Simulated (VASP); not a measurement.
# P in VASP: a series of runs, part 2 of 2

VASP 6.6.1.

## Step 3: Single point, r2SCAN

The input, POSCAR:

```
P
1.0
    3.2732331495      0.0000000000      0.0000000000
   -1.6366165747      2.8347030600      0.0000000000
    0.0000000000      0.0000000000     28.0000000000
P
2
Direct
    0.3333333333      0.6666666667      0.5218442416
    0.6666666667      0.3333333333      0.4781557584
```

The input, INCAR.step1:

```
SYSTEM = P
PREC = Accurate
ENCUT = 520
ISMEAR = 0
SIGMA = 0.02
LREAL = .False.
LASPH = .True.
NELM = 80
LDIPOL = .True.
IDIPOL = 3
DIPOL = 0.5 0.5 0.500
NBANDS = 12
GGA = PE
ALGO = Normal
EDIFF = 1E-4
LWAVE = .True.
LCHARG = .False.
```

The input, INCAR.step2:

```
SYSTEM = P
PREC = Accurate
ENCUT = 520
EDIFF = 1E-6
ISMEAR = 0
SIGMA = 0.02
LREAL = .False.
LASPH = .True.
NELM = 80
ALGO = Normal
ISIF = 2
LWAVE = .False.
LCHARG = .False.
LDIPOL = .True.
IDIPOL = 3
DIPOL = 0.5 0.5 0.500
METAGGA = R2SCAN
LMIXTAU = .True.
NBANDS = 12
ISTART = 1
```

The input, KPOINTS:

```
regular mesh
0
Gamma
  9 9 1
  0 0 0
```

Potentials or basis: VASP PAW PBE potentials, release 64 (P).

Started as:

```console
$ cat potpaw_PBE.64/P/POTCAR > POTCAR
$ cp INCAR.step1 INCAR
$ mpirun -np 1 vasp_std > vasp.out
$ cp INCAR.step2 INCAR
$ mpirun -np 1 vasp_std > vasp.out
```

OUTCAR:

```text
SYSTEM = P
   PREC = Accurate
   ENCUT = 520
   EDIFF = 1E-6
   ISMEAR = 0
   LREAL = .False.
   LASPH = .True.
   NELM = 80
   ISIF = 2
   METAGGA = R2SCAN
   ISTART = 1

 ion  position               nearest neighbor table
   1  0.333  0.667  0.522-   2 2.25   2 2.25   2 2.25
   2  0.667  0.333  0.478-   1 2.25   1 2.25   1 2.25

  LATTYP: Found a hexagonal cell.
 ALAT       =     3.2732331495
 C/A-ratio  =     8.5542332981

  Lattice vectors:

 A1 = (   3.2732331495,   0.0000000000,   0.0000000000)
 A2 = (  -1.6366165747,   2.8347030600,   0.0000000000)
 A3 = (   0.0000000000,   0.0000000000,  28.0000000000)

Analysis of symmetry for initial positions (statically):
=====================================================================
 Subroutine PRICEL returns:
 Original cell was already a primitive cell.

 Routine SETGRP: Setting up the symmetry group for a
 hexagonal supercell.

 Subroutine GETGRP returns: Found 12 space group operations
 (whereof 12 operations were pure point group operations)
 out of a pool of 24 trial point group operations.

[... 169 lines left out ...]
      7      -0.5849      0.00000
      8      -0.4546      0.00000
      9       1.2701      0.00000
     10       1.6679      0.00000
     11       1.9746      0.00000
     12       2.1108      0.00000
[... 151 lines left out ...]
 k-point    12 :       0.3333    0.3333    0.0000
  band No.  band energies     occupation
      1     -14.9188      2.00000
      2     -14.9188      2.00000
      3     -10.4059      2.00000
      4      -6.5306      2.00000
      5      -6.5306      2.00000
      6      -2.2676      0.00000
      7       1.2955      0.00000
      8       1.2955      0.00000
      9       4.1530      0.00000
     10       5.6322      0.00000
     11       5.6322      0.00000
     12       5.9657      0.00000

------------------------ aborting loop because EDIFF is reached ----------------------------------------

 vacuum level on the upper side and lower side of the slab       (xc-potential included)        -0.003        -0.003

  FORCE on cell =-STRESS in cart. coord.  units (eV):
  Direction    XX          YY          ZZ          XY          YZ          ZX
  --------------------------------------------------------------------------------------
  -------------------------------------------------------------------------------------
  Total       -0.1542236     -0.1542236     -0.1853089     -0.0000000      0.0000000      0.0000000
  in kB       -0.9510843     -0.9510843     -1.1427843     -0.0000000      0.0000000      0.0000000
  external PRESSURE =      -1.0149843 kB  Pullay stress =       0.0000000 kB

 VOLUME and BASIS-vectors are now :
 -----------------------------------------------------------------------------
  energy-cutoff  :      520.00
  volume of cell :      259.80
      direct lattice vectors                 reciprocal lattice vectors
     3.273233150  0.000000000  0.000000000     0.305508332  0.176385318  0.000000000
    -1.636616575  2.834703060  0.000000000     0.000000000  0.352770636  0.000000000
     0.000000000  0.000000000 28.000000000     0.000000000  0.000000000  0.035714286

 POSITION                                       TOTAL-FORCE (eV/Angst)
 -----------------------------------------------------------------------------------
     -0.00000      1.88980     14.61164        -0.000000      0.000000     -0.144357
      1.63662      0.94490     13.38836         0.000000     -0.000000      0.144357
 -----------------------------------------------------------------------------------
    total drift:                               -0.000000     -0.000000      0.000000

  FREE ENERGIE OF THE ION-ELECTRON SYSTEM (eV)
  ---------------------------------------------------
  free  energy   TOTEN  =       -17.8543365613 eV

  energy  without entropy=      -17.8543365613  energy(sigma->0) =      -17.85433656

 vacuum level on the upper side and lower side of the slab         1.683         1.683
```

Wall time 2.4 min (1 thread of Intel Xeon Platinum 8488C (Sapphire Rapids), shared host); peak memory 0.36 GiB.

What came out:

```
Free energy            : -17.8543 eV
Largest force          : 0.144 eV/Å
Band gap on the k mesh : 2.22 eV, indirect (least direct gap 2.46 eV)
```

Forces on the atoms (eV/Å):
```
P    0.000  0.000 -0.144
P    0.000  0.000  0.144
```

Caveat: the PAW data sets were made with another functional, which shifts forces and pressure a little. r2SCAN opens gaps a little over a GGA but as a rule still falls short of measured ones.

## Step 4: Single point, r2SCAN

This run uses another cell than the first one, of 116.19 Å³/atom, 0.894 times its volume.

The input, POSCAR:

```
P
1.0
    3.0956118943      0.0000000000      0.0000000000
   -1.5478059471      2.6808785407      0.0000000000
    0.0000000000      0.0000000000     28.0000000000
P
2
Direct
    0.3333333333      0.6666666667      0.5210178571
    0.6666666667      0.3333333333      0.4789821429
```

The input, INCAR.step1:

```
ALGO = Normal ; DIPOL = 0.5 0.5 0.500
EDIFF = 1E-4 ; ENCUT = 520
GGA = PE ; IDIPOL = 3
ISMEAR = 0 ; LASPH = T
LCHARG = F ; LDIPOL = T
LREAL = F ; LWAVE = T
NBANDS = 12 ; NELM = 60
PREC = Accurate ; SIGMA = 0.1
```

The input, INCAR.step2:

```
ALGO = Normal ; DIPOL = 0.5 0.5 0.500
EDIFF = 1E-6 ; ENCUT = 520
IDIPOL = 3 ; ISIF = 2
ISMEAR = 0 ; ISTART = 1
LASPH = T ; LCHARG = T
LDIPOL = T ; LELF = T
LMIXTAU = T ; LREAL = F
LVACPOTAV = T ; LVHAR = T
LWAVE = F ; METAGGA = R2SCAN
NBANDS = 12 ; NELM = 60
PREC = Accurate ; SIGMA = 0.1
```

The input, KPOINTS:

```
k-points
0
Gamma
  6 6 1
```

Started as:

```console
$ cat potpaw_PBE.64/P/POTCAR > POTCAR
$ cp INCAR.step1 INCAR
$ mpirun -np 1 vasp_std > vasp.out
$ cp INCAR.step2 INCAR
$ mpirun -np 1 vasp_std > vasp.out
```

Wall time 88 s (1 thread of Intel Xeon Platinum 8488C (Sapphire Rapids), shared host); peak memory 0.35 GiB.

The run converged. Its results:

* Free energy: -17.5907 eV
* Largest force: 1.541 eV/Å
* Band gap on the k mesh: 2.25 eV, indirect (least direct gap 2.52 eV)
* Ionisation potential of the upper face: 6.46 eV

Forces on the atoms (eV/Å):
```
P    0.000  0.000  1.541
P    0.000  0.000 -1.541
```

Levels at points of the mesh, in eV from the valence-band top:
```
           k point  band 3  band 4  band 5  band 6  band 7  band 8
(0.00, 0.00, 0.00)   -0.72   -0.03   -0.03    4.63    4.63    5.60
(0.50, 0.00, 0.00)   -3.36   -2.74   -1.56    2.26    3.90    6.48
```

Caveat: the PAW data sets were made with another functional, which shifts forces and pressure a little. r2SCAN opens gaps a little over a GGA but as a rule still falls short of measured ones.
